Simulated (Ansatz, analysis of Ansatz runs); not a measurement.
# Local vibrational mode of the N-H pair in ZnO (r2SCAN)

How near does this set-up come to the measured local vibrational mode? Subject: N-H pair in ZnO. Set-up: r2SCAN, 72-site cell, r2SCAN lattice, 500 eV, k: the single point 1/4 1/4 1/4, anharmonic cut along the mode. The model is a cell of 72 host atoms with N put on another atom's site and H put in between. The frequencies come from force constants among the defect atom and its neighbours, with the masses of the isotopes named. A meta-GGA costs about twice a GGA and mends lattice constants and part of the gap.

**The experiment.** N-H stretch, 1H: 3150.6 cm⁻¹, by FTIR absorption (quoted in “Hydrogen-related defects in hydrothermally grown ZnO studied by Fourier Transform Infrared Spectroscopy”, 2010, Halvard Haug, quoting earlier work (2007)). N-D stretch, 2H: 2339.7 cm⁻¹, by FTIR absorption (quoted in “Hydrogen-related defects in hydrothermally grown ZnO studied by Fourier Transform Infrared Spectroscopy”, 2010, Halvard Haug, quoting earlier work (2007)). The calculation is set beside it at the end.

Method: plane-wave PAW DFT, r2SCAN; relaxation of all atoms of a defect supercell, in Ansatz 0.2.0.

Report form: the programs' logs are mostly left out.

## (1) Set-up

The cell holds 73 atoms: 36 Zn, 35 O, 1 N and 1 H. Its edges and angles: a = 9.706 Å, b = 9.706 Å, c = 10.422 Å, α = 90.0°, β = 90.0°, γ = 120.0°. It derives from ZnO (space group P6_3mc). Nearest the centre at fractional (0.502, 0.584, 0.424): H73 at 0.51 Å, N36 at 0.51 Å, Zn46 at 1.86 Å, Zn38 at 1.86 Å, Zn33 at 1.88 Å, Zn14 at 2.48 Å, O68 at 2.83 Å, O60 at 2.83 Å.

The host's primitive cell comes from a first run (plane-wave PAW DFT, r2SCAN; relaxation of the host's cell and atoms): vectors of 3.235, 3.235 and 5.211 Å. That is 11.81 Å³ an atom, 0.8 % under the diffraction cell's volume. The supercell is built on it.

## (2) Relaxation, charge 0

Every later number rests on the structure around the defect, so the atoms are relaxed at the host's lattice first.

relax/input.yaml reads:

```yaml
relax:
  f_tol: 0.01
  max_steps: 80
  random_displacement: { amplitude: 0.02, seed: 994 }
crystal:
  lattice:
    - [9.70585879, 0.0, 0.0]
    - [-4.8529294, 8.40552028, 0.0]
    - [0.0, 0.0, 10.42205777]
  atoms:
    - { symbol: Zn, position: [0.111111111, 0.222222222, 0.249833671] }
    - { symbol: Zn, position: [0.222222222, 0.111111111, -0.000166329] }
    - { symbol: O, position: [0.222222222, 0.111111111, 0.189671329] }
    - { symbol: O, position: [0.111111111, 0.222222222, 0.439671329] }
    - { symbol: Zn, position: [0.111111111, 0.222222222, 0.749833671] }
    - { symbol: Zn, position: [0.222222222, 0.111111111, 0.499833671] }
    - { symbol: O, position: [0.222222222, 0.111111111, 0.689671329] }
    - { symbol: O, position: [0.111111111, 0.222222222, 0.939671329] }
    - { symbol: Zn, position: [0.111111111, 0.555555556, 0.249833671] }
    - { symbol: Zn, position: [0.222222222, 0.444444444, -0.000166329] }
    - { symbol: O, position: [0.222222222, 0.444444444, 0.189671329] }
    - { symbol: O, position: [0.111111111, 0.555555556, 0.439671329] }
    - { symbol: Zn, position: [0.111111111, 0.555555556, 0.749833671] }
    - { symbol: Zn, position: [0.222222222, 0.444444444, 0.499833671] }
    - { symbol: O, position: [0.222222222, 0.444444444, 0.689671329] }
    - { symbol: O, position: [0.111111111, 0.555555556, 0.939671329] }
    - { symbol: Zn, position: [0.111111111, 0.888888889, 0.249833671] }
    - { symbol: Zn, position: [0.222222222, 0.777777778, -0.000166329] }
    - { symbol: O, position: [0.222222222, 0.777777778, 0.189671329] }
    - { symbol: O, position: [0.111111111, 0.888888889, 0.439671329] }
    - { symbol: Zn, position: [0.111111111, 0.888888889, 0.749833671] }
    - { symbol: Zn, position: [0.222222222, 0.777777778, 0.499833671] }
    - { symbol: O, position: [0.222222222, 0.777777778, 0.689671329] }
    - { symbol: O, position: [0.111111111, 0.888888889, 0.939671329] }
    - { symbol: Zn, position: [0.444444444, 0.222222222, 0.249833671] }
    - { symbol: Zn, position: [0.555555556, 0.111111111, -0.000166329] }
    - { symbol: O, position: [0.555555556, 0.111111111, 0.189671329] }
    - { symbol: O, position: [0.444444444, 0.222222222, 0.439671329] }
    - { symbol: Zn, position: [0.444444444, 0.222222222, 0.749833671] }
    - { symbol: Zn, position: [0.555555556, 0.111111111, 0.499833671] }
    - { symbol: O, position: [0.555555556, 0.111111111, 0.689671329] }
    - { symbol: O, position: [0.444444444, 0.222222222, 0.939671329] }
    - { symbol: Zn, position: [0.444444444, 0.555555556, 0.249833671] }
    - { symbol: Zn, position: [0.555555556, 0.444444444, -0.000166329] }
    - { symbol: O, position: [0.555555556, 0.444444444, 0.189671329] }
    - { symbol: "N", position: [0.444444444, 0.555555556, 0.439671329] }
    - { symbol: Zn, position: [0.444444444, 0.555555556, 0.749833671] }
    - { symbol: Zn, position: [0.555555556, 0.444444444, 0.499833671] }
    - { symbol: O, position: [0.555555556, 0.444444444, 0.689671329] }
    - { symbol: O, position: [0.444444444, 0.555555556, 0.939671329] }
    - { symbol: Zn, position: [0.444444444, 0.888888889, 0.249833671] }
    - { symbol: Zn, position: [0.555555556, 0.777777778, -0.000166329] }
    - { symbol: O, position: [0.555555556, 0.777777778, 0.189671329] }
    - { symbol: O, position: [0.444444444, 0.888888889, 0.439671329] }
    - { symbol: Zn, position: [0.444444444, 0.888888889, 0.749833671] }
    - { symbol: Zn, position: [0.555555556, 0.777777778, 0.499833671] }
    - { symbol: O, position: [0.555555556, 0.777777778, 0.689671329] }
    - { symbol: O, position: [0.444444444, 0.888888889, 0.939671329] }
    - { symbol: Zn, position: [0.777777778, 0.222222222, 0.249833671] }
    - { symbol: Zn, position: [0.888888889, 0.111111111, -0.000166329] }
    - { symbol: O, position: [0.888888889, 0.111111111, 0.189671329] }
    - { symbol: O, position: [0.777777778, 0.222222222, 0.439671329] }
    - { symbol: Zn, position: [0.777777778, 0.222222222, 0.749833671] }
    - { symbol: Zn, position: [0.888888889, 0.111111111, 0.499833671] }
    - { symbol: O, position: [0.888888889, 0.111111111, 0.689671329] }
    - { symbol: O, position: [0.777777778, 0.222222222, 0.939671329] }
    - { symbol: Zn, position: [0.777777778, 0.555555556, 0.249833671] }
    - { symbol: Zn, position: [0.888888889, 0.444444444, -0.000166329] }
    - { symbol: O, position: [0.888888889, 0.444444444, 0.189671329] }
    - { symbol: O, position: [0.777777778, 0.555555556, 0.439671329] }
    - { symbol: Zn, position: [0.777777778, 0.555555556, 0.749833671] }
    - { symbol: Zn, position: [0.888888889, 0.444444444, 0.499833671] }
    - { symbol: O, position: [0.888888889, 0.444444444, 0.689671329] }
    - { symbol: O, position: [0.777777778, 0.555555556, 0.939671329] }
    - { symbol: Zn, position: [0.777777778, 0.888888889, 0.249833671] }
    - { symbol: Zn, position: [0.888888889, 0.777777778, -0.000166329] }
    - { symbol: O, position: [0.888888889, 0.777777778, 0.189671329] }
    - { symbol: O, position: [0.777777778, 0.888888889, 0.439671329] }
    - { symbol: Zn, position: [0.777777778, 0.888888889, 0.749833671] }
    - { symbol: Zn, position: [0.888888889, 0.777777778, 0.499833671] }
    - { symbol: O, position: [0.888888889, 0.777777778, 0.689671329] }
    - { symbol: O, position: [0.777777778, 0.888888889, 0.939671329] }
    - { symbol: H, position: [0.560109001, 0.613387999, 0.408184329] }
basis:
  ecutwfc: 500
  xc_grid: 2
hamiltonian:
  xc: r2scan
kpoints:
  mp_grid: { grid: [1, 1, 1], shift: [0.25, 0.25, 0.25] }
scf:
  occupations: { method: fermi_dirac, width: 0.01 }
  max_iter: 120
output:
  forces: true
checkpoint:
  write: "../relax.run"
  compress: false
  write_wavefunctions: true
  write_every: 100000
```

On the command line:

```bash
$ ansatz run input.yaml --threads 2 --pin off --max-ram 4710MiB --backend cpu --events-out ev --progress --plain --runs-dir out
```

It took 9 min on 2 threads of Arm Neoverse V1, shared host; peak memory 2.8 GiB.

Step by step:

| step | energy less that of the first step (eV) | largest force component (eV/Å) |
| --- | --- | --- |
| 1 | 0.0000 | 1.3110 |
| 2 | -0.3713 | 0.7599 |
| 3 | -0.5510 | 0.7819 |
| 4 | -0.5677 | 0.0787 |
| 5 | -0.5686 | 0.0338 |
| 6 | -0.5693 | 0.0182 |
| 7 | -0.5698 | 0.0153 |
| 8 | -0.5698 | 0.0064 |

The atoms that moved most (Å, from the sites as typed, ahead of the random displacement, the mean shift of all atoms taken out):

| atom | dx | dy | dz | length |
| --- | --- | --- | --- | --- |
| H73 | 0.144 | 0.064 | -0.103 | 0.188 |
| N36 | 0.152 | 0.091 | -0.040 | 0.182 |
| Zn38 | 0.022 | -0.107 | 0.097 | 0.146 |
| Zn33 | -0.102 | -0.048 | -0.088 | 0.143 |
| Zn46 | -0.075 | 0.070 | 0.091 | 0.138 |
| Zn14 | 0.107 | 0.054 | -0.059 | 0.134 |
| O11 | -0.077 | -0.042 | -0.051 | 0.102 |
| O39 | 0.025 | -0.020 | 0.074 | 0.081 |

The atoms nearest to the centre after the run:

| atom | distance (Å) |
| --- | --- |
| N36 | 0.335 |
| H73 | 0.694 |
| Zn46 | 1.974 |
| Zn38 | 1.979 |
| Zn33 | 1.996 |
| Zn14 | 2.353 |
| O68 | 2.832 |
| O60 | 2.833 |

Neighbours of the added atoms: H73: N36 1.03, Zn33 2.05, Zn38 2.07 Å.

Numbers from this step:

```
free energy : -140049.3477 eV
```

The relaxation ends 7.8 meV an atom lower than the displaced start, with a largest force component of 0.0064 eV/Å.

## (3) Local vibrational modes

A local mode lives on the defect and the atoms next to it, so only the sites listed in the input are displaced, which costs far fewer SCF runs than the whole cell would.

This step: plane-wave PAW DFT, r2SCAN; finite-displacement force constants among the atoms nearest to a defect, the others at rest.

modes/input.yaml reads:

```yaml
crystal:
  lattice:
    - [9.70585879, 0.0, 0.0]
    - [-4.8529294, 8.40552028, 0.0]
    - [0.0, 0.0, 10.42205777]
  atoms:
    - { symbol: Zn, position: [0.10736481, 0.2194164, 0.249356815] }
    - { symbol: Zn, position: [0.220330186, 0.10972314, 4.4483e-05] }
    - { symbol: O, position: [0.21960858, 0.109645127, 0.189852981] }
    - { symbol: O, position: [0.115729906, 0.225869034, 0.439059508] }
    - { symbol: Zn, position: [0.113661694, 0.225144885, 0.747062518] }
    - { symbol: Zn, position: [0.2206887, 0.108316374, 0.499364081] }
    - { symbol: O, position: [0.222160724, 0.110407721, 0.689308232] }
    - { symbol: O, position: [0.110203576, 0.220859601, 0.937105886] }
    - { symbol: Zn, position: [0.107348458, 0.555385859, 0.249462444] }
    - { symbol: Zn, position: [0.219811955, 0.442962567, -0.004583793] }
    - { symbol: O, position: [0.211496463, 0.439388576, 0.184639547] }
    - { symbol: O, position: [0.115885245, 0.555761305, 0.439175395] }
    - { symbol: Zn, position: [0.113667583, 0.555902933, 0.747062095] }
    - { symbol: Zn, position: [0.236179704, 0.450736522, 0.494071809] }
    - { symbol: O, position: [0.227118789, 0.447158015, 0.685049961] }
    - { symbol: O, position: [0.110160145, 0.555619432, 0.937123822] }
    - { symbol: Zn, position: [0.107449709, 0.887428796, 0.249827108] }
    - { symbol: Zn, position: [0.220399685, 0.77669281, 2.6758e-05] }
    - { symbol: O, position: [0.219658552, 0.777211835, 0.189852622] }
    - { symbol: O, position: [0.107205762, 0.886523873, 0.439667984] }
    - { symbol: Zn, position: [0.109550907, 0.88841067, 0.750140079] }
    - { symbol: Zn, position: [0.220906871, 0.778196739, 0.499295517] }
    - { symbol: O, position: [0.222219014, 0.778912916, 0.689241992] }
    - { symbol: O, position: [0.109049858, 0.887637696, 0.940020478] }
    - { symbol: Zn, position: [0.442376073, 0.222300936, 0.249755246] }
    - { symbol: Zn, position: [0.556055378, 0.111116773, 0.00167102] }
    - { symbol: O, position: [0.554046623, 0.11089517, 0.190948398] }
    - { symbol: O, position: [0.442421257, 0.216463535, 0.439576578] }
    - { symbol: Zn, position: [0.442524841, 0.218787041, 0.752978148] }
    - { symbol: Zn, position: [0.558864045, 0.112619536, 0.500520669] }
    - { symbol: O, position: [0.55683843, 0.112192117, 0.690354249] }
    - { symbol: O, position: [0.442777946, 0.22000137, 0.941777218] }
    - { symbol: Zn, position: [0.43081981, 0.549736022, 0.241296471] }
    - { symbol: Zn, position: [0.555102458, 0.443446522, -0.001601416] }
    - { symbol: O, position: [0.551561424, 0.443183022, 0.187620431] }
    - { symbol: "N", position: [0.465251103, 0.566330947, 0.435695368] }
    - { symbol: Zn, position: [0.447437011, 0.557633363, 0.749927643] }
    - { symbol: Zn, position: [0.551150371, 0.431604151, 0.509048688] }
    - { symbol: O, position: [0.556595348, 0.441959594, 0.696689842] }
    - { symbol: O, position: [0.443331085, 0.554921842, 0.939757868] }
    - { symbol: Zn, position: [0.442437478, 0.888021314, 0.249710909] }
    - { symbol: Zn, position: [0.555210268, 0.778065565, -0.001883149] }
    - { symbol: O, position: [0.551752465, 0.776395758, 0.187257932] }
    - { symbol: O, position: [0.442610993, 0.89258551, 0.439533964] }
    - { symbol: Zn, position: [0.442664293, 0.891360561, 0.752700078] }
    - { symbol: Zn, position: [0.55173547, 0.786062493, 0.508492355] }
    - { symbol: O, position: [0.556762177, 0.782157863, 0.696364173] }
    - { symbol: O, position: [0.442769082, 0.889246095, 0.941530899] }
    - { symbol: Zn, position: [0.776173082, 0.221795174, 0.249951956] }
    - { symbol: Zn, position: [0.889001264, 0.110992891, -0.000370841] }
    - { symbol: O, position: [0.885724753, 0.109185265, 0.189524512] }
    - { symbol: O, position: [0.780218292, 0.223187007, 0.439730806] }
    - { symbol: Zn, position: [0.779080128, 0.223286008, 0.749815843] }
    - { symbol: Zn, position: [0.892914485, 0.113250247, 0.499024386] }
    - { symbol: O, position: [0.890901807, 0.113085003, 0.689001322] }
    - { symbol: O, position: [0.777503082, 0.221926444, 0.939754699] }
    - { symbol: Zn, position: [0.77247838, 0.552424435, 0.250653924] }
    - { symbol: Zn, position: [0.888982631, 0.444106635, -0.000270143] }
    - { symbol: O, position: [0.885694964, 0.44384472, 0.189654265] }
    - { symbol: O, position: [0.775834403, 0.551798985, 0.441305812] }
    - { symbol: Zn, position: [0.780618624, 0.55615354, 0.751052097] }
    - { symbol: Zn, position: [0.892979478, 0.44561087, 0.499055588] }
    - { symbol: O, position: [0.890915556, 0.445149676, 0.689029981] }
    - { symbol: O, position: [0.777922415, 0.555363278, 0.94056699] }
    - { symbol: Zn, position: [0.772565935, 0.887494434, 0.250480176] }
    - { symbol: Zn, position: [0.887389434, 0.776722194, 0.00182406] }
    - { symbol: O, position: [0.884505515, 0.775797933, 0.19169201] }
    - { symbol: O, position: [0.776348943, 0.890161969, 0.441000326] }
    - { symbol: Zn, position: [0.780698104, 0.891937469, 0.750909963] }
    - { symbol: Zn, position: [0.88507896, 0.775378414, 0.499917235] }
    - { symbol: O, position: [0.887840944, 0.77747952, 0.68980574] }
    - { symbol: O, position: [0.778043173, 0.888877244, 0.94042347] }
    - { symbol: H, position: [0.578421493, 0.620925354, 0.398220819] }
basis:
  ecutwfc: 500
  xc_grid: 2
hamiltonian:
  xc: r2scan
kpoints:
  mp_grid: { grid: [1, 1, 1], shift: [0.25, 0.25, 0.25] }
scf:
  occupations: { method: fermi_dirac, width: 0.01 }
  max_iter: 120
output: {}
checkpoint:
  read: "../relax.run"
phonons:
  supercell: [1, 1, 1]
  displaced_sites: [32, 35, 37, 45, 72]
```

The job ended after 38 min (2 threads; peak memory 2.8 GiB).

This step gave:

```
free energy : -140049.3477 eV
```

The modes with the largest weight on the probed atoms (the light atom of a pair), for the masses of each isotope. Modes of the displaced atoms (local only where they lie over the host's phonons):

| isotopes | mode (cm⁻¹) | share of the defect atoms |
| --- | --- | --- |
| H | 3311 | 0.933 |
| H | 794.2 | 0.926 |
| H | 748 | 0.9 |
| D | 2420 | 0.872 |
| D | 588 | 0.774 |
| D | 567.2 | 0.63 |

## (4) Point 1 along the mode

A light atom samples the curved part of its well, so the energy is mapped along the mode and the one-dimensional Schrödinger equation solved on it.

This step: plane-wave PAW DFT, r2SCAN; single point of a defect supercell.

cut0/input.yaml, as its differences from modes/input.yaml of step 3:

```diff
@@ -38,8 +38,8 @@
     - { symbol: O, position: [0.442777946, 0.22000137, 0.941777218] }
-    - { symbol: Zn, position: [0.43081981, 0.549736022, 0.241296471] }
+    - { symbol: Zn, position: [0.430825144, 0.549738673, 0.241305461] }
     - { symbol: Zn, position: [0.555102458, 0.443446522, -0.001601416] }
     - { symbol: O, position: [0.551561424, 0.443183022, 0.187620431] }
-    - { symbol: "N", position: [0.465251103, 0.566330947, 0.435695368] }
+    - { symbol: "N", position: [0.46754882, 0.567436404, 0.434937919] }
     - { symbol: Zn, position: [0.447437011, 0.557633363, 0.749927643] }
-    - { symbol: Zn, position: [0.551150371, 0.431604151, 0.509048688] }
+    - { symbol: Zn, position: [0.551147473, 0.431611053, 0.509044771] }
     - { symbol: O, position: [0.556595348, 0.441959594, 0.696689842] }
@@ -51,3 +51,3 @@
     - { symbol: Zn, position: [0.442664293, 0.891360561, 0.752700078] }
-    - { symbol: Zn, position: [0.55173547, 0.786062493, 0.508492355] }
+    - { symbol: Zn, position: [0.55173292, 0.786053237, 0.508488606] }
     - { symbol: O, position: [0.556762177, 0.782157863, 0.696364173] }
@@ -78,3 +78,3 @@
     - { symbol: O, position: [0.778043173, 0.888877244, 0.94042347] }
-    - { symbol: H, position: [0.578421493, 0.620925354, 0.398220819] }
+    - { symbol: H, position: [0.546405162, 0.605548254, 0.408916132] }
 basis:
@@ -89,7 +89,5 @@
   max_iter: 120
-output: {}
+output:
+  forces: true
 checkpoint:
   read: "../relax.run"
-phonons:
-  supercell: [1, 1, 1]
-  displaced_sites: [32, 35, 37, 45, 72]
```

Wall time 86 s (2 threads); peak memory 2.5 GiB; 2.8 min of CPU time.

Numbers from this step:

- free energy: -140045.3153 eV

The other runs of this kind differ in structure, charge or spin alone:

| run | outcome | energy less the first (eV) | moment (μB) | time |
| --- | --- | --- | --- | --- |
| point 1 along the mode | converged | 0.0000 | 0.00 | 86 s |
| point 2 along the mode | converged | -2.3053 | 0.00 | 79 s |
| point 3 along the mode | converged | -3.3660 | 0.00 | 83 s |
| point 4 along the mode | converged | -3.8947 | 0.00 | 79 s |
| point 5 along the mode | converged | -3.9347 | 0.00 | 75 s |
| point 6 along the mode | converged | -3.7015 | 0.00 | 81 s |
| point 7 along the mode | converged | -3.4185 | 0.00 | 77 s |
| point 8 along the mode | converged | -3.0612 | 0.00 | 77 s |
| point 9 along the mode | converged | -2.6971 | 0.00 | 87 s |

## (5) Anharmonic fundamental

Analysis of the runs above: one-dimensional Schroedinger equation on a polynomial through r2SCAN energies along the local mode.

It gives:

| Item | Value |
| --- | --- |
| stretch | 3151 cm⁻¹ |
| stretch d | 2329 cm⁻¹ |
| stretch harmonic | 3311 cm⁻¹ |
| stretch d harmonic | 2420 cm⁻¹ |

Table of energy by normal coordinate:

| normal coordinate (amu½ Å) | energy (eV) |
| --- | --- |
| -0.303 | 4.03 |
| -0.222 | 1.73 |
| -0.151 | 0.666 |
| -0.076 | 0.138 |
| 0.000 | 0 |
| 0.076 | 0.0977 |
| 0.151 | 0.331 |
| 0.222 | 0.614 |
| 0.303 | 0.971 |
| 0.383 | 1.34 |

## (6) Results

```json
{
  "distance from the defect atom to its nearest neighbour": "1.028 Å",
  "N-H stretch, 1H": "3151 cm⁻¹",
  "N-D stretch, 2H": "2329 cm⁻¹",
  "time of the whole chain": "59 min on 2 threads"
}
```

What this shows: N-H stretch, 1H: computed 3151 cm⁻¹, measured 3150.6 cm⁻¹; equal to the digits shown. N-D stretch, 2H: computed 2329 cm⁻¹, measured 2339.7 cm⁻¹; 10 cm⁻¹ (0 %) below the measurement. The anharmonic cut moves the N-H stretch, 1H from 3311 to 3151 cm⁻¹; a straight cut leaves out the coupling to the other modes. Only the named neighbours move, so modes near the host's band are approximate.

[Logs are printed without paths, hosts, clocks, repeated set-up lines and the standing remarks that a program may print on its own settings, such as how far it seeks lower states.]

[Hosts, paths, dates, database ids (printed as entryN), source tags and the programs' standing remarks are cut or masked in the printed files.]

[For some hosts the program warned that the k-mesh of the response run may be too coarse for force constants and the static dielectric constant; such warnings are not shown here.]
